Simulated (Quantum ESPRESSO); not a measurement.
# ZrC: equation of state with LDA

Crystal: ZrC.

```xyz
2
Lattice="0.0000 2.3650 2.3650 2.3650 0.0000 2.3650 2.3650 2.3650 0.0000" Properties=species:S:1:pos:R:3 pbc="T T T"
Zr    2.3650    2.3650    2.3650
C     0.0000    0.0000    0.0000
```

| Item | Value |
| --- | --- |
| Program | Quantum ESPRESSO 7.5 |
| Task | equation of state |
| Functional | LDA |
| Potentials or basis | GBRV 1.5 LDA |
| Cutoff | 612 eV |
| Density cutoff | 4898 eV |
| k mesh | 10 × 10 × 10 |
| Occupations | fermi-dirac, width 0.05 eV |
| Spin | no spin polarisation |
| Form of the LDA correlation | PZ81 |
| Mixing beta | 0.5 |
| Most SCF iterations | 120 |
| SCF threshold | 4e-10 Ry |

```yaml
Equilibrium_volume: 12.51 Å³/atom
Bulk_modulus: 247 GPa
Pressure_derivative_of_the_bulk_modulus: 4.1
```

Energy against volume, from the lowest point:
```tsv
volume (Å³/atom)	energy (meV/atom)
12.434	0.00
12.699	1.92
12.963	11.84
13.228	28.89
13.493	52.38
13.757	81.68
14.022	116.12
```

All runs of the series together: 44 s on 2 threads of Arm Neoverse V2, on a shared host.

LDA usually gives volumes a few per cent too small. Zero-point motion and thermal expansion aren't in these numbers.
